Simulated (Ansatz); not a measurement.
# Cr: the cost of one run

Method: DFT PBE, scalar-relativistic, in Ansatz 0.2.0.

### Step 1. Starting point

Symmetry: Im-3m, No. 229, cubic system. The conventional cell has a = 2.884 Å, b = 2.884 Å, c = 2.884 Å, α = 90.00°, β = 90.00°, γ = 90.00°. Cr (site symmetry m-3m) has 8 Cr at 2.50 Å as nearest neighbours.

As a file:

```cif
data_structure
_symmetry_space_group_name_H-M 'P 1'
_symmetry_Int_Tables_number 1
_cell_length_a 2.4975
_cell_length_b 2.4975
_cell_length_c 2.4975
_cell_angle_alpha 109.471
_cell_angle_beta 109.471
_cell_angle_gamma 109.471
_cell_volume 11.99
loop_
_atom_site_label
_atom_site_type_symbol
_atom_site_fract_x
_atom_site_fract_y
_atom_site_fract_z
_atom_site_occupancy
Cr1 Cr 0.00000 0.00000 0.00000 1
```

### Step 2. After the deformation

Space group Im-3m before, I4/mmm after.

### Step 3. LAPW, all electrons

The input, input.yaml:

```yaml
crystal:
  lattice:
    - [-1.44195, 1.44195, 1.4852085]
    - [1.44195, -1.44195, 1.4852085]
    - [1.44195, 1.44195, -1.4852085]
  atoms:
    - { symbol: Cr, position: [0.0, 0.0, 0.0], spin: 3.0 }
magnetization:
  spin_polarized: true
kpoints:
  mp_grid: { grid: [18, 18, 18] }
  band_path:
    path:
      - [0.0, 0.0, 0.0]
      - [0.0, 0.0, 0.5]
      - [0.25, 0.25, 0.25]
      - [0.0, 0.5, 0.0]
      - [0.0, 0.0, 0.0]
      - [0.5, 0.5, -0.5]
      - [0.4856489773, 0.5143510227, -0.4856489773]
      - [-0.4856489773, 0.4856489773, 0.4856489773]
      - [0.0, 0.0, 0.0]
    npoints: 5
scf:
  occupations: { method: fermi_dirac, width: 0.08 }
hamiltonian:
  xc: pbe
  pseudopotentials: { kind: all_electron, lapw: { basis_error: 0.001 } }
output:
  forces: true
  stress: true
  eigenvalues: true
```

On the command line:

```console
$ ansatz run input.yaml --threads 1 --pin off --max-ram 3072MiB --backend cpu --events-out ev --progress --plain --runs-dir out
```

What time and memory should one allow on 1 thread of Intel Xeon 6975P-C (Granite Rapids), shared host?

About 41 s, with a peak of 0.72 GiB.
